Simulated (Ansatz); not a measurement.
Space group Pnma (No. 62). a = 5.397 Å, b = 3.481 Å, c = 5.846 Å, α = 90.00°, β = 90.00°, γ = 90.00°
```csv
atom,site,symmetry,x,y,z
Ni,4c,.m.,0.9943,0.7500,0.1902
Ge,4c,.m.,0.8103,0.7500,0.5874
```

Equation of state of this NiGe structure (not necessarily the ground state), with shape and atoms relaxed at each volume where symmetry leaves them free. It has no gap at any of these volumes. Level of theory: DFT PBE, scalar-relativistic, plane waves, PAW in Ansatz.

Plane waves to 420 eV, a k mesh through Γ of 8×10×6 on the computed 8-atom cell and Gaussian smearing (0.10 eV); no spin polarisation.

```tsv
V (Å³/atom)	E − E(largest V) (meV/atom)	P (GPa)
12.080	57.95	23.20
12.492	8.12	15.81
12.904	-24.28	9.58
13.316	-41.95	4.36
13.727	-47.29	-0.02
14.139	-42.35	-3.67
14.551	-28.84	-6.69
15.100	0.00	-9.94
```

Question: Fit a third-order Birch–Murnaghan equation to E(V).

Answer: V0 = 13.72 Å³/atom, B0 = 133 GPa, B0' = 5.0.